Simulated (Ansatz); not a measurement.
# SnO: the cost of one run

Program: Ansatz 0.2.0. Level of theory: DFT r2SCAN, scalar-relativistic, plane waves, PAW. These are calculated values, not measurements.

## Step 1: Starting point

Symmetry: Pmn2_1, No. 31, orthorhombic system. The conventional cell has a = 3.355 Å, b = 5.674 Å, c = 4.222 Å, α = 90.00°, β = 90.00°, γ = 90.00°. Around Sn (site symmetry m) lie 3 O at 2.15 to 2.16 Å. O (site symmetry m) has 3 Sn at 2.15 to 2.16 Å as nearest neighbours.

Structure file:

```cif
data_structure
_symmetry_space_group_name_H-M 'P 1'
_symmetry_Int_Tables_number 1
_cell_length_a 3.3550
_cell_length_b 5.6741
_cell_length_c 4.2220
_cell_angle_alpha 90.000
_cell_angle_beta 90.000
_cell_angle_gamma 90.000
_cell_volume 80.37
loop_
_atom_site_label
_atom_site_type_symbol
_atom_site_fract_x
_atom_site_fract_y
_atom_site_fract_z
_atom_site_occupancy
Sn1 Sn 0.00000 0.23191 0.51314 1
Sn2 Sn 0.50000 0.76809 0.01314 1
O1 O 0.00000 0.89125 0.73686 1
O2 O 0.50000 0.10875 0.23686 1
```

Source of the structure: the Materials Project (structure only).

## Step 2: Quick check of gap, pressure and forces

Contents of input.yaml:

```yaml
crystal:
  lattice:
    - [3.355005, 0.0, 0.0]
    - [0.0, 5.674104, 0.0]
    - [0.0, 0.0, 4.22197]
  atoms:
    - { symbol: Sn, position: [0.0, 0.231909, 0.513144] }
    - { symbol: Sn, position: [0.5, 0.768091, 0.013144] }
    - { symbol: O, position: [0.0, 0.89125, 0.736857] }
    - { symbol: O, position: [0.5, 0.10875, 0.236857] }
basis:
  ecutwfc: 300.0
kpoints:
  mp_grid: { grid: [6, 4, 4] }
hamiltonian:
  xc: r2scan
scf:
  occupations: { method: gaussian, width: 0.1 }
output:
  forces: true
  stress: true
  eigenvalues: true
```

Run with:

```sh
> ansatz run input.yaml --threads 1 --pin off --max-ram 2560MiB --backend cpu --events-out ev --progress --plain --runs-dir out
```

What time and memory should one allow on 1 thread of Intel Xeon Platinum 8488C (Sapphire Rapids), shared host?

About 4.2 s, with a peak of 0.46 GiB.
